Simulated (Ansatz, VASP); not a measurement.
# Tl: VASP beside Ansatz

```
CELL_PARAMETERS angstrom
2.88711 0.00000 0.00000
0.00000 2.88711 0.00000
0.00000 0.00000 2.88711
ATOMIC_POSITIONS crystal
Tl 0.00000 0.00000 0.00000
```

Change from the starting cell: volume scaled by 0.7, LAPW.

Alike in both runs: task single point; functional PBE; k mesh 12 × 12 × 12; occupations fermi-dirac, width 0.08 eV; no spin polarisation.

|  | VASP | Ansatz |
| --- | --- | --- |
| version | VASP 6.6.1 | Ansatz 0.2.0 |
| potentials or method | VASP PAW PBE potentials, release 64 (Tl_d), cutoff 520 eV | all-electron LAPW, scalar-relativistic |

```csv
,VASP,Ansatz,Ansatz less VASP
pressure (GPa),20.1,20.2,+0.07
```

Ansatz ran all-electron here, so the differences hold the error of VASP's frozen core and of both bases.

Caveats: so large a pressure means that the cell lies far from this level's equilibrium, or that cutoff or potentials fall short (VASP). Spin-orbit coupling is left out, which matters for the levels of Tl.
